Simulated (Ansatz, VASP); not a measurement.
## Two plane-wave programs on GaN

```
Ga N
1.0
     3.71951    0.00000    0.00000
     0.00000    3.71951    0.00000
     0.00000    0.00000    3.50104
Ga N
2 2
Direct
  0.50000 0.50000 0.00000
  0.00000 0.00000 0.00000
  0.50000 0.00000 0.79200
  0.00000 0.50000 0.20800
```

Alike in both runs: functional PBE; dispersion D3(BJ); k mesh 10 × 10 × 10; occupations gaussian, width 0.02 eV; no spin polarisation.

Ansatz relaxed the structure, and its values are those at the end. VASP's run is a single point on that final structure, the one shown.

|  | VASP | Ansatz |
| --- | --- | --- |
| version | VASP 6.6.1 | Ansatz 0.2.0 |
| potentials or method | VASP PAW PBE potentials, release 64 (Ga_d, N) | scalar-relativistic, plane waves, PAW |
| plane-wave cutoff (eV) | 520 | 420 |
| valence electrons in the cell | 36 | 36 |

VASP gave:

```
gap on the k mesh at the Fermi level (eV) : 0.49
least direct gap on the mesh (eV)         : 0.62
pressure (GPa)                            : 0.3
rms of the force components (eV/Å)        : 0.013
```

Q: Estimate Ansatz's values.

A: gap on the k mesh at the Fermi level (eV): 0.51; least direct gap on the mesh (eV): 0.63; pressure (GPa): 0.0; rms of the force components (eV/Å): 0.000.

A k mesh can miss the band edges. Expect the measured gap to be larger: semilocal functionals such as PBE lack the derivative discontinuity.
